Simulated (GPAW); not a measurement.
# Rh (Fm-3m) in GPAW: further runs

One crystal, Rh, is run at these levels: revPBE+D3(BJ), revPBE+D4, BLYP+D3(BJ), BLYP+D4; tasks: relaxation of cell and atoms.

Everything below comes from runs of GPAW 26.7.0. Logs are shortened: lines on timing, memory, paths and dates and some standing lists are left out, and cuts for length are marked. The log counts tension as positive stress, the text compression.

## Step 1: The crystal as given

It takes space group Fm-3m (No. 225, cubic). Conventional cell: a = 3.796 Å, b = 3.796 Å, c = 3.796 Å, α = 90.00°, β = 90.00°, γ = 90.00°. Around Rh (site symmetry m-3m) lie 12 Rh at 2.68 Å.

## Step 2: Relaxation of cell and atoms, revPBE+D3(BJ)

The input, run.py:

```python
from ase.calculators.mixing import SumCalculator
from ase.filters import FrechetCellFilter
from ase.io import read, write
from ase.optimize import FIRE
from dftd3.ase import DFTD3
from gpaw import GPAW, PW

atoms = read('POSCAR')

calc = GPAW(mode=PW(600),
            xc='revPBE',
            kpts={'size': (12, 12, 12), 'gamma': True},
            occupations={'name': 'fermi-dirac', 'width': 0.05},
            nbands=16,
            convergence={'density': 1e-05, 'forces': 0.0001},
            maxiter=150,
            txt='gpaw.txt')
atoms.calc = SumCalculator([calc, DFTD3(method='revpbe', damping='d3bj')])
opt = FIRE(FrechetCellFilter(atoms), trajectory='relax.traj', logfile='-')
done = opt.run(fmax=0.01, steps=100)
calc.write('gs.gpw')
write('result.traj', atoms)
print('Converged:', done)
print('Cell:', atoms.cell.cellpar().round(4))
print('Volume:', round(atoms.get_volume(), 4))
print(atoms.get_scaled_positions().round(5))
```

The input, POSCAR:

```
Rh
1.0
    0.0000000000      1.8978500000      1.8978500000
    1.8978500000      0.0000000000      1.8978500000
    1.8978500000      1.8978500000      0.0000000000
Rh
1
Direct
    0.0000000000      0.0000000000      0.0000000000
```

Potentials or basis: the program's PAW data sets (release 1.2.1) made for this functional, pw.

Run with:

```
$ OMP_NUM_THREADS=1 python run.py
```

gpaw.txt:

```text
__  _  _
 | _ |_)|_||  |
 |__||  | ||/\| - 26.7.0

Input parameters:
  mode=PW(ecut=600.0),
  convergence={'density': 1e-05, 'forces': 0.0001},
  kpts=MonkhorstPack(size=(12, 12, 12), gamma=True),
  maxiter=150,
  nbands=16,
  occupations=Occupations(name='fermi-dirac', width=0.05),
  xc=XC(name='revPBE')

Diagonalizing LCAO Hamiltonian
Converting LCAO to pw mode

       Rh

Atoms  # Å, Bohr magnetons
|   | symbol |        x |        y |        z |    initial magnetic moments |
|---|--------|----------|----------|----------|-----------------------------|
| 0 |     Rh | 0.000000 | 0.000000 | 0.000000 | ( 0.0000,  0.0000,  0.0000) |

Unit cell  # Å
| periodic |        x |        y |        z |  lengths |    angles |
|----------|----------|----------|----------|----------|-----------|
|      yes | 0.000000 | 1.897850 | 1.897850 | 2.683965 | 60.000000 |
|      yes | 1.897850 | 0.000000 | 1.897850 | 2.683965 | 60.000000 |
|      yes | 1.897850 | 1.897850 | 0.000000 | 2.683965 | 60.000000 |

Number of symmetries: 48
Symmetry operations  # r_c * U_cc + t_c -> r_c
|    | kind |            matrix            |
|----|------|------------------------------|
|  0 |  σ   |  1, 0, 0,  1, 0,-1,  1,-1, 0 |
|  1 |  C2  |  1, 0, 0,  1,-1, 0,  1, 0,-1 |
|  2 |  E   |  1, 0, 0,  0, 1, 0,  0, 0, 1 |
|  3 |  σ   |  1, 0, 0,  0, 0, 1,  0, 1, 0 |
|  4 |  C4  |  1, 0,-1,  1, 0, 0,  1,-1, 0 |
|  5 |  S6  |  1, 0,-1,  1,-1, 0,  1, 0, 0 |
|  6 |  σ   |  1, 0,-1,  0, 1,-1,  0, 0,-1 |
|  7 |  C3  |  1, 0,-1,  0, 0,-1,  0, 1,-1 |
|  8 |  S6  |  1,-1, 0,  1, 0, 0,  1, 0,-1 |
|  9 |  C4  |  1,-1, 0,  1, 0,-1,  1, 0, 0 |
| 10 |  C3  |  1,-1, 0,  0,-1, 1,  0,-1, 0 |
| 11 |  σ   |  1,-1, 0,  0,-1, 0,  0,-1, 1 |
| 12 |  σ   |  0, 1, 0,  1, 0, 0,  0, 0, 1 |
| 13 |  C4  |  0, 1, 0,  0, 1,-1, -1, 1, 0 |
[... 214 lines left out ...]
Atoms  # Å, Bohr magnetons
|   | symbol |        x |         y |        z |    initial magnetic moments |
|---|--------|----------|-----------|----------|-----------------------------|
| 0 |     Rh | 0.000000 | -0.000000 | 0.000000 | ( 0.0000,  0.0000,  0.0000) |

Unit cell  # Å
| periodic |         x |         y |         z |  lengths |    angles |
|----------|-----------|-----------|-----------|----------|-----------|
|      yes | -0.000000 |  1.894388 |  1.894388 | 2.679070 | 60.000000 |
|      yes |  1.894388 | -0.000000 |  1.894388 | 2.679070 | 60.000000 |
|      yes |  1.894388 |  1.894388 | -0.000000 | 2.679070 | 60.000000 |

Number of symmetries: 48
Symmetry operations  # r_c * U_cc + t_c -> r_c
|    | kind |            matrix            |
|----|------|------------------------------|
|  0 |  σ   |  1, 0, 0,  1, 0,-1,  1,-1, 0 |
|  1 |  C2  |  1, 0, 0,  1,-1, 0,  1, 0,-1 |
|  2 |  E   |  1, 0, 0,  0, 1, 0,  0, 0, 1 |
|  3 |  σ   |  1, 0, 0,  0, 0, 1,  0, 1, 0 |
|  4 |  C4  |  1, 0,-1,  1, 0, 0,  1,-1, 0 |
|  5 |  S6  |  1, 0,-1,  1,-1, 0,  1, 0, 0 |
|  6 |  σ   |  1, 0,-1,  0, 1,-1,  0, 0,-1 |
|  7 |  C3  |  1, 0,-1,  0, 0,-1,  0, 1,-1 |
|  8 |  S6  |  1,-1, 0,  1, 0, 0,  1, 0,-1 |
|  9 |  C4  |  1,-1, 0,  1, 0,-1,  1, 0, 0 |
| 10 |  C3  |  1,-1, 0,  0,-1, 1,  0,-1, 0 |
| 11 |  σ   |  1,-1, 0,  0,-1, 0,  0,-1, 1 |
| 12 |  σ   |  0, 1, 0,  1, 0, 0,  0, 0, 1 |
| 13 |  C4  |  0, 1, 0,  0, 1,-1, -1, 1, 0 |
[... 144 lines left out ...]
SCF iterations
|iter     | |      energy | eigst |  dens |force |
|---------|-|-------------|-------|-------|------|
|iter:   1| |   -6.776647 | -2.86 |       |      |
|iter:   2| |   -6.776434 | -6.25 | -2.49 |      |
|iter:   3| |   -6.775728c| -4.99 | -2.55 |      |
|iter:   4| |   -6.775745c| -6.05 | -3.40 |      |
|iter:   5| |   -6.775757c| -5.88 | -3.69 |      |
|iter:   6| |   -6.775757c| -8.37c| -4.70 |      |
|iter:   7| |   -6.775757c| -8.73c| -4.97 |      |
|iter:   8| |   -6.775757c|-10.28c| -6.48c|      |
|iter:   9| |   -6.775757c|-11.03c| -6.79c|-25.73c|

Converged in 9 steps
Energy contributions relative to reference atoms: (reference = -130140.478630)

Energy contributions:
  Kinetic:          -1.918322
  Coulomb:          -0.386944
  Zero:             -0.019411
  External:          0.000000
  Xc:               -4.446884
  Entropy:          -0.008394
  Spinorbit:         0.000000
  ----------------------------
  Free energy:      -6.779954
  Extrapolated:     -6.775757
[... 27 lines left out ...]
Stress tensor  # eV/Ang^3
|         x |         y |         z |
|-----------|-----------|-----------|
| -0.092309 |  0.000000 |  0.000000 |
|  0.000000 | -0.092309 |  0.000000 |
|  0.000000 |  0.000000 | -0.092309 |

Forces  # eV/Ang
|       x |       y |       z |
|---------|---------|---------|
| 0.00000 | 0.00000 | 0.00000 |  # Rh   0

Interpolating wave functions to new cell

       Rh

Atoms  # Å, Bohr magnetons
|   | symbol |        x |         y |        z |    initial magnetic moments |
|---|--------|----------|-----------|----------|-----------------------------|
| 0 |     Rh | 0.000000 | -0.000000 | 0.000000 | ( 0.0000,  0.0000,  0.0000) |
[... 170 lines left out ...]
SCF iterations
|iter     | |      energy | eigst |  dens |force |
|---------|-|-------------|-------|-------|------|
|iter:   1| |   -6.767775 | -2.65 |       |      |
|iter:   2| |   -6.767434 | -6.04 | -2.39 |      |
|iter:   3| |   -6.766316c| -4.78 | -2.44 |      |
|iter:   4| |   -6.766346c| -5.83 | -3.29 |      |
|iter:   5| |   -6.766367c| -5.67 | -3.58 |      |
|iter:   6| |   -6.766367c| -8.16c| -4.59 |      |
|iter:   7| |   -6.766367c| -8.53c| -4.86 |      |
|iter:   8| |   -6.766367c|-10.11c| -6.37c|      |
|iter:   9| |   -6.766367c|-10.84c| -6.67c|-25.02c|

Converged in 9 steps
Energy contributions relative to reference atoms: (reference = -130140.478630)

Energy contributions:
  Kinetic:          -1.240641
  Coulomb:          -0.946462
  Zero:             -0.020138
  External:          0.000000
  Xc:               -4.554993
  Entropy:          -0.008267
  Spinorbit:         0.000000
  ----------------------------
  Free energy:      -6.770500
  Extrapolated:     -6.766367
[... 27 lines left out ...]
Stress tensor  # eV/Ang^3
|         x |         y |         z |
|-----------|-----------|-----------|
| -0.106358 | -0.000000 | -0.000000 |
| -0.000000 | -0.106358 |  0.000000 |
| -0.000000 |  0.000000 | -0.106358 |

Forces  # eV/Ang
|       x |        y |        z |
|---------|----------|----------|
| 0.00000 | -0.00000 | -0.00000 |  # Rh   0

Interpolating wave functions to new cell

       Rh

Atoms  # Å, Bohr magnetons
|   | symbol |        x |         y |        z |    initial magnetic moments |
|---|--------|----------|-----------|----------|-----------------------------|
| 0 |     Rh | 0.000000 | -0.000000 | 0.000000 | ( 0.0000,  0.0000,  0.0000) |

Unit cell  # Å
| periodic |         x |         y |         z |  lengths |    angles |
|----------|-----------|-----------|-----------|----------|-----------|
|      yes | -0.000000 |  1.890530 |  1.890530 | 2.673613 | 60.000000 |
|      yes |  1.890530 | -0.000000 |  1.890530 | 2.673613 | 60.000000 |
|      yes |  1.890530 |  1.890530 | -0.000000 | 2.673613 | 60.000000 |

Number of symmetries: 48
Symmetry operations  # r_c * U_cc + t_c -> r_c
|    | kind |            matrix            |
|----|------|------------------------------|
|  0 |  σ   |  1, 0, 0,  1, 0,-1,  1,-1, 0 |
|  1 |  C2  |  1, 0, 0,  1,-1, 0,  1, 0,-1 |
|  2 |  E   |  1, 0, 0,  0, 1, 0,  0, 0, 1 |
|  3 |  σ   |  1, 0, 0,  0, 0, 1,  0, 1, 0 |
|  4 |  C4  |  1, 0,-1,  1, 0, 0,  1,-1, 0 |
|  5 |  S6  |  1, 0,-1,  1,-1, 0,  1, 0, 0 |
|  6 |  σ   |  1, 0,-1,  0, 1,-1,  0, 0,-1 |
|  7 |  C3  |  1, 0,-1,  0, 0,-1,  0, 1,-1 |
|  8 |  S6  |  1,-1, 0,  1, 0, 0,  1, 0,-1 |
|  9 |  C4  |  1,-1, 0,  1, 0,-1,  1, 0, 0 |
| 10 |  C3  |  1,-1, 0,  0,-1, 1,  0,-1, 0 |
| 11 |  σ   |  1,-1, 0,  0,-1, 0,  0,-1, 1 |
| 12 |  σ   |  0, 1, 0,  1, 0, 0,  0, 0, 1 |
| 13 |  C4  |  0, 1, 0,  0, 1,-1, -1, 1, 0 |
[... 136 lines left out ...]
convergence criteria:
- Maximum integral of absolute [dens]ity change: 1e-05 electrons / valence electron
- Maximum change in the atomic [forces] across last 2 cycles: 0.0001 eV/Ang OR
Maximum error relative to the maximum force is below inf
- Maximum [total energy] change in last 3 cyles: 0.0005 eV / valence electron
- Maximum integral of absolute [eigenst]ate change: 4e-08 eV^2 / valence electron
maximum number of iterations: 150

SCF iterations
|iter     | |      energy | eigst |  dens |force |
|---------|-|-------------|-------|-------|------|
|iter:   1| |   -6.767653 | -4.39 |       |      |
|iter:   2| |   -6.767649 | -7.79c| -3.28 |      |
|iter:   3| |   -6.767643c| -6.55 | -3.34 |      |
|iter:   4| |   -6.767644c| -7.60c| -4.19 |      |
|iter:   5| |   -6.767644c| -7.42c| -4.47 |      |
|iter:   6| |   -6.767644c| -8.59c| -5.48c|      |
|iter:   7| |   -6.767644c| -8.92c| -5.76c|-25.73c|

Converged in 7 steps
Energy contributions relative to reference atoms: (reference = -130140.478630)

Energy contributions:
  Kinetic:          -1.328392
  Coulomb:          -0.874028
  Zero:             -0.020057
  External:          0.000000
  Xc:               -4.541026
  Entropy:          -0.008283
  Spinorbit:         0.000000
  ----------------------------
  Free energy:      -6.771786
  Extrapolated:     -6.767644
[... 269 lines left out ...]
Stress tensor  # eV/Ang^3
|         x |         y |         z |
|-----------|-----------|-----------|
| -0.101226 |  0.000000 | -0.000000 |
|  0.000000 | -0.101226 | -0.000000 |
| -0.000000 | -0.000000 | -0.101226 |

Forces  # eV/Ang
|        x |        y |       z |
|----------|----------|---------|
| -0.00000 | -0.00000 | 0.00000 |  # Rh   0

Interpolating wave functions to new cell

       Rh

Atoms  # Å, Bohr magnetons
|   | symbol |        x |         y |        z |    initial magnetic moments |
|---|--------|----------|-----------|----------|-----------------------------|
| 0 |     Rh | 0.000000 | -0.000000 | 0.000000 | ( 0.0000,  0.0000,  0.0000) |
[... 222 lines left out ...]
Stress tensor  # eV/Ang^3
|         x |         y |         z |
|-----------|-----------|-----------|
| -0.097087 |  0.000000 | -0.000000 |
|  0.000000 | -0.097087 | -0.000000 |
| -0.000000 | -0.000000 | -0.097087 |

Forces  # eV/Ang
|       x |        y |       z |
|---------|----------|---------|
| 0.00000 | -0.00000 | 0.00000 |  # Rh   0

# Writing to gs.gpw (mode='')
```

Wall time 37 s (1 thread of Arm Neoverse V2, shared host); peak memory 0.19 GiB.

Results:

```yaml
Free_energy: -8.0251 eV
Relaxed_volume: 13.56 Å³/atom
Relaxed_cell: a = 2.677 Å, b = 2.677 Å, c = 2.677 Å, α = 60.00°, β = 60.00°, γ = 60.00°
Space_group_after_relaxing_to_0.05_Å: Fm-3m (No. 225)
Energy_gained_by_relaxing: 0.8 meV/atom
Ionic_steps: 6
Pressure_after_relaxing: 0.1 GPa
Band_gap_on_the_k_mesh: none (metal or under the smearing width)
Dispersion_energy_per_atom: -1.248 eV
```

The path:
| step | energy change (eV) | largest force (eV/Å) | pressure (GPa) | volume (Å³) |
| --- | --- | --- | --- | --- |
| 1 | 0.0000 | 0.0000 | -2.14 | 13.67 |
| 2 | -0.0007 | 0.0000 | -0.61 | 13.60 |
| 3 | -0.0005 | 0.0000 | 1.43 | 13.50 |
| 4 | -0.0006 | 0.0000 | 1.16 | 13.51 |
| 5 | -0.0007 | 0.0000 | 0.68 | 13.54 |
| 6 | -0.0008 | 0.0000 | 0.08 | 13.56 |

Final structure:
```
Rh
1.0
     0.00000    1.89287    1.89287
     1.89287    0.00000    1.89287
     1.89287    1.89287    0.00000
Rh
1
Direct
  0.00000 0.00000 0.00000
```

Levels at points of the mesh, in eV from the Fermi level:
| k point | band 3 | band 4 | band 5 | band 6 | band 7 | band 8 | band 9 | band 10 | band 11 | band 12 |
| --- | --- | --- | --- | --- | --- | --- | --- | --- | --- | --- |
| (0.00, 0.00, 0.00) | -46.43 | -8.02 | -3.15 | -3.15 | -3.15 | -1.04 | -1.04 | 16.37 | 22.16 | 22.16 |
| (0.50, 0.50, 0.00) | -46.72 | -6.43 | -6.04 | 0.52 | 0.99 | 0.99 | 3.31 | 12.44 | 13.77 | 13.77 |
| (0.50, 0.50, 0.50) | -46.54 | -6.19 | -3.23 | -3.23 | 0.55 | 0.55 | 0.74 | 8.80 | 15.80 | 22.51 |

Caveat: later steps reuse the first step's grids; pairwise dispersion overbinds metals, which lowers pressure and volume.

## Step 3: Relaxation of cell and atoms, revPBE+D4, target pressure -1 GPa, at which the enthalpy is minimised

Edit run.py of step 2 so:

```diff
@@ -3,7 +3,8 @@
 from ase.io import read, write
-from ase.optimize import FIRE
-from dftd3.ase import DFTD3
+from ase.optimize import BFGS
+from ase.units import GPa
+from dftd4.ase import DFTD4
 from gpaw import GPAW, PW
 
-atoms = read('POSCAR')
+atoms = read('Rh.xyz')
 
@@ -17,5 +18,5 @@
             txt='gpaw.txt')
-atoms.calc = SumCalculator([calc, DFTD3(method='revpbe', damping='d3bj')])
-opt = FIRE(FrechetCellFilter(atoms), trajectory='relax.traj', logfile='-')
-done = opt.run(fmax=0.01, steps=100)
+atoms.calc = SumCalculator([calc, DFTD4(method='revpbe')])
+opt = BFGS(FrechetCellFilter(atoms, scalar_pressure=-1 * GPa), trajectory='relax.traj', logfile='-')
+done = opt.run(fmax=0.02, steps=60)
 calc.write('gs.gpw')
```

The input, Rh.xyz:

```xyz
1
Lattice="0.0000000000 1.8978500000 1.8978500000 1.8978500000 0.0000000000 1.8978500000 1.8978500000 1.8978500000 0.0000000000" Properties=species:S:1:pos:R:3 pbc="T T T"
Rh     0.0000000000      0.0000000000      0.0000000000
```

Potentials or basis: the program's PAW data sets (release 1.2.1) made for this functional, pw.

Run with:

```
$ OMP_NUM_THREADS=1 python run.py
```

It took 17 s on 1 thread of Arm Neoverse V2, shared host; peak memory 0.15 GiB.

It converged, with:

```
Free energy                                            : -8.2105 eV
Relaxed volume                                         : 13.58 Å³/atom
Relaxed cell                                           : a = 2.678 Å, b = 2.678 Å, c = 2.678 Å, α = 60.00°, β = 60.00°, γ = 60.00°
Space group after relaxing (to 0.05 Å)                 : Fm-3m (No. 225)
Energy change on relaxing (the enthalpy is what falls) : -1.2 meV/atom
Ionic steps                                            : 2
Pressure after relaxing                                : -0.9 GPa
Band gap on the k mesh                                 : none (metal or under the smearing width)
Dispersion energy per atom                             : -1.432 eV
```

Step by step:
| step | energy change (eV) | largest force (eV/Å) | pressure (GPa) | volume (Å³) |
| --- | --- | --- | --- | --- |
| 1 | 0.0000 | 0.0000 | -2.85 | 13.67 |
| 2 | -0.0012 | 0.0000 | -0.95 | 13.58 |

Final structure:
```
Rh
1.0
     0.00000    1.89357    1.89357
     1.89357    0.00000    1.89357
     1.89357    1.89357    0.00000
Rh
1
Direct
  0.00000 0.00000 0.00000
```

Levels at points of the mesh, in eV from the Fermi level:
| k point | band 5 | band 6 | band 7 | band 8 | band 9 | band 10 |
| --- | --- | --- | --- | --- | --- | --- |
| (0.00, 0.00, 0.00) | -3.14 | -3.14 | -3.14 | -1.04 | -1.04 | 16.37 |
| (0.50, 0.50, 0.00) | -6.03 | 0.52 | 0.98 | 0.98 | 3.31 | 12.42 |
| (0.50, 0.50, 0.50) | -3.23 | -3.23 | 0.55 | 0.55 | 0.74 | 8.79 |

Caveat: later steps reuse the first step's grids; pairwise dispersion overbinds metals, which lowers pressure and volume.

(Part 1 of 2 ends here.)
